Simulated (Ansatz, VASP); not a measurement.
**Two plane-wave programs on V**

File INCAR:

```
SYSTEM = V
ALGO = Normal ; EDIFF = 1E-6
ENCUT = 520 ; GGA = PS
ISIF = 2 ; ISMEAR = 0
ISPIN = 2 ; LASPH = .True.
LCHARG = .False. ; LMAXMIX = 4
LORBIT = 11 ; LREAL = .False.
LWAVE = .False. ; MAGMOM = 2
NBANDS = 16 ; NELM = 150
PREC = Accurate ; SIGMA = 0.1
```

KPOINTS

```
k-points
0
Gamma
  8 8 8
  0 0 0
```

Contents of POSCAR:

```
V
1.0
   -1.5400590627      1.5400590627      1.5400590627
    1.5400590627     -1.5400590627      1.5400590627
    1.5400590627      1.5400590627     -1.5400590627
V
1
Direct
    0.0000000000      0.0000000000      0.0000000000
```

Input for Ansatz:

```yaml
crystal:
  lattice:
    - [-1.5400590627, 1.5400590627, 1.5400590627]
    - [1.5400590627, -1.5400590627, 1.5400590627]
    - [1.5400590627, 1.5400590627, -1.5400590627]
  atoms:
    - { symbol: V, position: [0.0, 0.0, 0.0], spin: 2.0 }
basis:
  ecutwfc: 420
kpoints:
  mp_grid: { grid: [8, 8, 8] }
hamiltonian:
  xc: pbesol
scf:
  occupations: { method: gaussian, width: 0.1 }
  lower_state_search: "off"
output:
  forces: true
  stress: true
  eigenvalues: true
  populations: true
magnetization:
  spin_polarized: true
```

Alike in both runs: task single point; functional PBEsol; k mesh 8 × 8 × 8; occupations gaussian, width 0.1 eV; collinear spin.

```csv
,VASP,Ansatz
version,VASP 6.6.1,Ansatz 0.2.0
potentials or method,"VASP PAW PBE potentials, release 64 (V_sv)","scalar-relativistic, plane waves, PAW"
plane-wave cutoff (eV),520,420
valence electrons in the cell,13,13
```

```csv
,VASP,Ansatz,Ansatz less VASP
gap on the k mesh at the Fermi level (eV),none,none,-
pressure (GPa),-19.5,-19.6,-0.16
net moment per atom (μB),0.00,0.00,-0.001
```

A gap of «none» marks a metal or a gap that the smearing closes. Ansatz warned: «seeded_moment_not_kept».

Caveats: the k mesh is coarse (spacing up to 0.36 Å⁻¹), so the values aren't converged; so large a pressure means that the cell lies far from this level's equilibrium, or that cutoff or potentials fall short (VASP); the potentials were made for another functional, which shifts forces and pressure (VASP).
